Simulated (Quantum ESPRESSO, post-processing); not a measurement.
# 2H-WSe2, 1 layer, stepped through biaxial strain, part 6 of 6

What law, if any, do the results for 2H-WSe2, 1 layer follow against biaxial strain?

Quantum ESPRESSO 7.5; plane-wave DFT, PBE, GBRV ultrasoft pseudopotentials.

So far. Step 7 (Relaxation with pw.x, -3 %): The relaxation lowers the energy by 9 meV an atom. Step 9 (Relaxing the ions, 3 %): The relaxation lowers the energy by 7 meV an atom.

## Step 11: Relaxing the ions, 4 %

m8.relax.in reads:

```
&control
  prefix = 'm8.relax'
  outdir = './out'
  pseudo_dir = './pseudo'
  nstep = 40
  forc_conv_thr = 0.0003
  calculation = 'relax'
  tstress = .true.
/
&system
  ibrav = 0
  nat = 3
  ntyp = 2
  ecutwfc = 50
  ecutrho = 250
  occupations = 'smearing'
  smearing = 'fd'
  degauss = 0.002
/
&electrons
  conv_thr = 1e-09
  mixing_beta = 0.4
  electron_maxstep = 120
  mixing_mode = 'plain'
/
&ions
/
ATOMIC_SPECIES
  Se  78.9710  se_pbe_v1.uspp.F.UPF
  W   183.8400  w_pbe_v1.2.uspp.F.UPF
CELL_PARAMETERS angstrom
  3.45088568240000 0.00000000000000 0.00000000000000
  -1.72544284120000 2.98855466624000 0.00000000000000
  0.00000000000000 0.00000000000000 18.74034793400000
ATOMIC_POSITIONS crystal
  Se  0.333333333300 0.666666666700 0.410331696300
  W   0.000000000000 0.000000000000 0.500000000000
  Se  0.333333333300 0.666666666700 0.589668303700
K_POINTS automatic
  12 12 1 0 0 0
```

Launch:

```bash
$ OMP_NUM_THREADS=1 mpirun -n 4 pw.x -nk 4 -in m8.relax.in > m8.relax.out
```

The log of the run:

```text
[banner, memory and clock lines left out]
Program PWSCF v.7.5 starts
[...]
Message from routine setup:
[...]
number of electrons       =        26.00
     number of Kohn-Sham states=           17
     kinetic-energy cutoff     =      50.0000  Ry
     charge density cutoff     =     250.0000  Ry
[...]
number of k points=    19  Fermi-Dirac smearing, width (Ry)=  0.0020
[...]
Dense  grid:    87299 G-vectors     FFT dimensions: (  36,  36, 180)
[...]
negative rho (up, down):  6.325E-02 0.000E+00
     Starting wfcs are   21 randomized atomic wfcs
[...]
negative rho (up, down):  6.490E-02 0.000E+00
[...]
estimated scf accuracy    <       0.07315900 Ry
[...]
negative rho (up, down):  6.640E-02 0.000E+00
[...]
estimated scf accuracy    <       0.01730942 Ry
[...]
negative rho (up, down):  6.709E-02 0.000E+00
[...]
estimated scf accuracy    <       0.02142835 Ry
[...]
negative rho (up, down):  6.810E-02 0.000E+00
[...]
estimated scf accuracy    <       0.00089153 Ry
[...]
negative rho (up, down):  6.817E-02 0.000E+00
[...]
estimated scf accuracy    <       0.00003306 Ry
[...]
negative rho (up, down):  6.808E-02 0.000E+00
[...]
estimated scf accuracy    <       0.00000421 Ry
[...]
negative rho (up, down):  6.806E-02 0.000E+00
[...]
estimated scf accuracy    <       0.00000034 Ry
[...]
negative rho (up, down):  6.804E-02 0.000E+00
[...]
estimated scf accuracy    <       0.00000009 Ry
[...]
negative rho (up, down):  6.804E-02 0.000E+00
[...]
estimated scf accuracy    <       0.00000001 Ry
[...]
negative rho (up, down):  6.804E-02 0.000E+00
[...]
the Fermi energy is     0.4820 ev
!    total energy              =    -246.45831330 Ry
     estimated scf accuracy    <          5.5E-10 Ry
     smearing contrib. (-TS)   =      -0.00000000 Ry
     internal energy E=F+TS    =    -246.45831330 Ry
[...]
one-electron contribution =    -839.74217392 Ry
     hartree contribution      =     420.09358483 Ry
     xc contribution           =    -100.49133642 Ry
     ewald contribution        =     273.68161222 Ry
     convergence has been achieved in  10 iterations
     negative rho (up, down):  6.804E-02 0.000E+00
[...]
Total force =     0.040012     Total SCF correction =     0.000059
[...]
negative rho (up, down):  6.804E-02 0.000E+00
[...]
negative rho (up, down):  6.803E-02 0.000E+00
[...]
negative rho (up, down):  6.804E-02 0.000E+00
[...]
estimated scf accuracy    <       0.00008704 Ry
[...]
negative rho (up, down):  6.802E-02 0.000E+00
[...]
estimated scf accuracy    <       0.00011599 Ry
[...]
negative rho (up, down):  6.802E-02 0.000E+00
[...]
estimated scf accuracy    <       0.00000753 Ry
[...]
negative rho (up, down):  6.802E-02 0.000E+00
[...]
estimated scf accuracy    <       0.00000056 Ry
[...]
negative rho (up, down):  6.802E-02 0.000E+00
[...]
estimated scf accuracy    <       0.00000005 Ry
[...]
negative rho (up, down):  6.802E-02 0.000E+00
[...]
estimated scf accuracy    <          5.9E-09 Ry
[...]
negative rho (up, down):  6.802E-02 0.000E+00
[...]
the Fermi energy is     0.4318 ev
!    total energy              =    -246.45967022 Ry
     estimated scf accuracy    <          1.4E-10 Ry
     smearing contrib. (-TS)   =      -0.00000000 Ry
     internal energy E=F+TS    =    -246.45967022 Ry
[...]
one-electron contribution =    -842.99485547 Ry
     hartree contribution      =     421.71177414 Ry
     xc contribution           =    -100.51372851 Ry
     ewald contribution        =     275.33713962 Ry
     convergence has been achieved in   7 iterations
     negative rho (up, down):  6.802E-02 0.000E+00
[...]
Total force =     0.027716     Total SCF correction =     0.000011
[...]
negative rho (up, down):  6.802E-02 0.000E+00
[...]
negative rho (up, down):  6.801E-02 0.000E+00
[...]
negative rho (up, down):  6.802E-02 0.000E+00
[...]
estimated scf accuracy    <       0.00009809 Ry
[...]
negative rho (up, down):  6.800E-02 0.000E+00
[...]
estimated scf accuracy    <       0.00011023 Ry
[...]
negative rho (up, down):  6.800E-02 0.000E+00
[...]
estimated scf accuracy    <       0.00000996 Ry
[...]
negative rho (up, down):  6.800E-02 0.000E+00
[...]
estimated scf accuracy    <       0.00000066 Ry
[...]
negative rho (up, down):  6.800E-02 0.000E+00
[...]
estimated scf accuracy    <       0.00000006 Ry
[...]
negative rho (up, down):  6.800E-02 0.000E+00
[...]
estimated scf accuracy    <       0.00000001 Ry
[...]
negative rho (up, down):  6.800E-02 0.000E+00
[...]
estimated scf accuracy    <          3.9E-10 Ry
[...]
negative rho (up, down):  6.800E-02 0.000E+00
[...]
the Fermi energy is     0.3832 ev
!    total energy              =    -246.46058151 Ry
     estimated scf accuracy    <          7.3E-11 Ry
     smearing contrib. (-TS)   =      -0.00000000 Ry
     internal energy E=F+TS    =    -246.46058151 Ry
[...]
one-electron contribution =    -846.57194816 Ry
     hartree contribution      =     423.49033520 Ry
     xc contribution           =    -100.53873295 Ry
     ewald contribution        =     277.15976440 Ry
     convergence has been achieved in   8 iterations
     negative rho (up, down):  6.800E-02 0.000E+00
[...]
Total force =     0.013583     Total SCF correction =     0.000022
[...]
negative rho (up, down):  6.800E-02 0.000E+00
[...]
negative rho (up, down):  6.799E-02 0.000E+00
[...]
negative rho (up, down):  6.800E-02 0.000E+00
[...]
estimated scf accuracy    <       0.00009017 Ry
[...]
negative rho (up, down):  6.798E-02 0.000E+00
[...]
estimated scf accuracy    <       0.00009487 Ry
[...]
negative rho (up, down):  6.798E-02 0.000E+00
[...]
estimated scf accuracy    <       0.00000900 Ry
[...]
negative rho (up, down):  6.798E-02 0.000E+00
[...]
estimated scf accuracy    <       0.00000062 Ry
[...]
negative rho (up, down):  6.798E-02 0.000E+00
[...]
estimated scf accuracy    <       0.00000006 Ry
[...]
negative rho (up, down):  6.798E-02 0.000E+00
[...]
estimated scf accuracy    <          6.8E-09 Ry
[...]
negative rho (up, down):  6.798E-02 0.000E+00
[...]
estimated scf accuracy    <          1.5E-10 Ry
[...]
negative rho (up, down):  6.798E-02 0.000E+00
[...]
the Fermi energy is     0.3903 ev
!    total energy              =    -246.46085815 Ry
     estimated scf accuracy    <          2.7E-11 Ry
     smearing contrib. (-TS)   =      -0.00000000 Ry
     internal energy E=F+TS    =    -246.46085815 Ry
[...]
one-electron contribution =    -850.00984690 Ry
     hartree contribution      =     425.19922914 Ry
     xc contribution           =    -100.56317537 Ry
     ewald contribution        =     278.91293499 Ry
     convergence has been achieved in   8 iterations
     negative rho (up, down):  6.798E-02 0.000E+00
[...]
Total force =     0.000609     Total SCF correction =     0.000012
[...]
negative rho (up, down):  6.798E-02 0.000E+00
[...]
negative rho (up, down):  6.799E-02 0.000E+00
[...]
negative rho (up, down):  6.799E-02 0.000E+00
[...]
estimated scf accuracy    <       0.00000016 Ry
[...]
negative rho (up, down):  6.799E-02 0.000E+00
[...]
estimated scf accuracy    <       0.00000017 Ry
[...]
negative rho (up, down):  6.799E-02 0.000E+00
[...]
estimated scf accuracy    <       0.00000002 Ry
[...]
negative rho (up, down):  6.799E-02 0.000E+00
[...]
estimated scf accuracy    <          1.1E-09 Ry
[...]
negative rho (up, down):  6.799E-02 0.000E+00
[...]
estimated scf accuracy    <          1.2E-10 Ry
[...]
negative rho (up, down):  6.799E-02 0.000E+00
[...]
estimated scf accuracy    <          1.5E-11 Ry
[...]
negative rho (up, down):  6.799E-02 0.000E+00
[...]
the Fermi energy is     0.3892 ev
!    total energy              =    -246.46085869 Ry
     estimated scf accuracy    <          2.9E-13 Ry
     smearing contrib. (-TS)   =      -0.00000000 Ry
     internal energy E=F+TS    =    -246.46085869 Ry
[...]
one-electron contribution =    -849.86241748 Ry
     hartree contribution      =     425.12600454 Ry
     xc contribution           =    -100.56212080 Ry
     ewald contribution        =     278.83767505 Ry
     convergence has been achieved in   7 iterations
     negative rho (up, down):  6.799E-02 0.000E+00
[...]
Total force =     0.000014     Total SCF correction =     0.000000
[...]
negative rho (up, down):  6.799E-02 0.000E+00
[...]
```

Run time: 90 s. Hardware: 4 MPI ranks of Arm Neoverse V1, shared host; peak memory 0.92 GiB.

Relaxation path:

```
step  energy less that of the first step (eV)  largest force (eV/Å)
   1                                   0.0000                0.7274
   2                                  -0.0185                0.5039
   3                                  -0.0309                0.2470
   4                                  -0.0346                0.0111
   5                                  -0.0346                0.0003
```

The atoms that moved most (Å):

```
atom     dx     dy      dz  length
 Se1  0.000  0.000   0.047   0.047
 Se3  0.000  0.000  -0.047   0.047
```

Final coordinates:

```cif
data_structure
_symmetry_space_group_name_H-M 'P 1'
_symmetry_Int_Tables_number 1
_cell_length_a 3.4509
_cell_length_b 3.4509
_cell_length_c 18.7403
_cell_angle_alpha 90.000
_cell_angle_beta 90.000
_cell_angle_gamma 120.000
_cell_volume 193.27
loop_
_atom_site_label
_atom_site_type_symbol
_atom_site_fract_x
_atom_site_fract_y
_atom_site_fract_z
_atom_site_occupancy
Se1 Se 0.33333 0.66667 0.41282 1
W2 W 0.00000 0.00000 0.50000 1
Se3 Se 0.33333 0.66667 0.58718 1
```

The relaxation lowers the energy by 12 meV an atom.

Read from the output:

- free energy: -3353.2708 eV
- Fermi energy: 0.3892 eV

## Step 12: Ground state, 4 %

m8.scf.in reads:

```
&control
  prefix = 'm8.scf'
  outdir = './out'
  pseudo_dir = './pseudo'
  calculation = 'scf'
  tprnfor = .true.
/
&system
  ibrav = 0
  nat = 3
  ntyp = 2
  ecutwfc = 40
  ecutrho = 200
  occupations = 'smearing'
  smearing = 'fd'
  degauss = 0.002
  nbnd = 17
/
&electrons
  conv_thr = 1e-09
  mixing_beta = 0.4
  electron_maxstep = 120
  mixing_mode = 'plain'
/
ATOMIC_SPECIES
  Se  78.9710  se_pbe_v1.uspp.F.UPF
  W   183.8400  w_pbe_v1.2.uspp.F.UPF
CELL_PARAMETERS angstrom
  3.45088568240000 0.00000000000000 0.00000000000000
  -1.72544284120000 2.98855466624000 0.00000000000000
  0.00000000000000 0.00000000000000 18.74034793400000
ATOMIC_POSITIONS crystal
  Se  0.333333333300 0.666666666700 0.412817800500
  W   0.000000000000 0.000000000000 0.500000000000
  Se  0.333333333300 0.666666666700 0.587182199500
K_POINTS automatic
  12 12 1 0 0 0
```

Launch:

```bash
$ OMP_NUM_THREADS=1 mpirun -n 4 pw.x -nk 4 -in m8.scf.in > m8.scf.out
```

The log of the run:

```text
[banner, memory and clock lines left out]
Program PWSCF v.7.5 starts
[...]
Message from routine setup:
[...]
number of electrons       =        26.00
     number of Kohn-Sham states=           17
     kinetic-energy cutoff     =      40.0000  Ry
     charge density cutoff     =     200.0000  Ry
[...]
number of k points=    19  Fermi-Dirac smearing, width (Ry)=  0.0020
[...]
Dense  grid:    62265 G-vectors     FFT dimensions: (  30,  30, 160)
[...]
negative rho (up, down):  6.617E-02 0.000E+00
     Starting wfcs are   21 randomized atomic wfcs
[...]
negative rho (up, down):  6.715E-02 0.000E+00
[...]
estimated scf accuracy    <       0.07003924 Ry
[...]
negative rho (up, down):  6.829E-02 0.000E+00
[...]
estimated scf accuracy    <       0.01492742 Ry
[...]
negative rho (up, down):  6.871E-02 0.000E+00
[...]
estimated scf accuracy    <       0.01567561 Ry
[...]
negative rho (up, down):  6.938E-02 0.000E+00
[...]
estimated scf accuracy    <       0.00087235 Ry
[...]
negative rho (up, down):  6.943E-02 0.000E+00
[...]
estimated scf accuracy    <       0.00002968 Ry
[...]
negative rho (up, down):  6.937E-02 0.000E+00
[...]
estimated scf accuracy    <       0.00000388 Ry
[...]
negative rho (up, down):  6.936E-02 0.000E+00
[...]
estimated scf accuracy    <       0.00000021 Ry
[...]
negative rho (up, down):  6.934E-02 0.000E+00
[...]
estimated scf accuracy    <       0.00000009 Ry
[...]
negative rho (up, down):  6.934E-02 0.000E+00
[...]
estimated scf accuracy    <          2.2E-09 Ry
[...]
negative rho (up, down):  6.934E-02 0.000E+00
[...]
the Fermi energy is     0.3887 ev
!    total energy              =    -246.45566202 Ry
     estimated scf accuracy    <          3.0E-10 Ry
     smearing contrib. (-TS)   =      -0.00000000 Ry
     internal energy E=F+TS    =    -246.45566202 Ry
[...]
one-electron contribution =    -849.84493476 Ry
     hartree contribution      =     425.11487582 Ry
     xc contribution           =    -100.56327822 Ry
     ewald contribution        =     278.83767513 Ry
     convergence has been achieved in  10 iterations
     negative rho (up, down):  6.934E-02 0.000E+00
[...]
Total force =     0.000081     Total SCF correction =     0.000042
[...]
```

Run time: 17 s. Hardware: 4 MPI ranks; peak memory 0.54 GiB.

Numbers from this step:

```
free energy                          : -3353.2001 eV
Fermi energy                         : 0.3887 eV
valence top, on the run's zero       : -0.1313 eV
conduction bottom, on the run's zero : 0.9030 eV
gap by band count                    : 1.034 eV
```

## Step 13: The series side by side

The series in one table, energies over the lowest:

```
biaxial strain  energy (eV)  gap along the path (eV)  upper vacuum level over the valence top of the mesh (eV)  lower vacuum level over that top (eV)
          -4 %       0.1533                     1.45                                                     4.937                                  4.937
          -3 %       0.0853                     1.51                                                     4.969                                  4.969
          -2 %       0.0379                    1.567                                                     5.004                                  5.004
          -1 %       0.0099                    1.623                                                     5.043                                  5.043
           0 %       0.0000                    1.558                                                     5.085                                  5.085
           1 %       0.0072                    1.438                                                     5.132                                  5.132
           2 %       0.0302                    1.328                                                     5.181                                  5.181
           3 %       0.0684                    1.226                                                     5.229                                  5.229
           4 %       0.1208                    1.034                                                     5.179                                  5.179
```

## Step 14: By hand

A parabola through the energies within ±2 % has E = 85.17 eV × ε² -0.181 eV × ε; for the curvature, over A = 9.535 Å² this is 85.17 × 1/9.535 × 16.02 = 143 N/m.

## Step 15: Outcome

```yaml
c11_c12: 143 N/m
gap_along_the_path_at_minus_4_and_at_4: 1.45, 1.03 eV
upper_vacuum_level_over_the_valence_top_of_the_mesh_at_minus_4_and_at_4: 4.94, 5.18 eV
lower_vacuum_level_over_that_top_at_minus_4_and_at_4: 4.94, 5.18 eV
```

What this shows: The series holds 9 members; C11 + C12: 143 N/m (PBE, GBRV ultrasoft). The energy is lowest near zero strain. From -4 % to 4 % the gap along the path goes from 1.45 to 1.03 eV by way of 1.62 at -1 %. From -4 % to 4 % the upper vacuum level over the valence top of the mesh goes from 4.94 to 5.18 eV by way of 5.23 at 3 %. From -4 % to 4 % the lower vacuum level over that top goes from 4.94 to 5.18 eV by way of 5.23 at 3 %. Semilocal gaps are too small; the 1×1 cell can't ripple over many cells under compression as a free sheet would. No spin-orbit coupling.

[Logs are printed without paths, hosts, clocks, repeated set-up lines and the standing remarks that a program may print on its own settings, such as how far it seeks lower states.]

[Hosts, paths, dates, database ids (printed as entryN), source tags and the programs' standing remarks are cut or masked in the printed files.]

[Maps of the electrostatic potential energy from Ansatz leave out the sawtooth potential of an applied field or a dipole correction, so their vacuum need not be flat; planar profiles and work functions include it.]
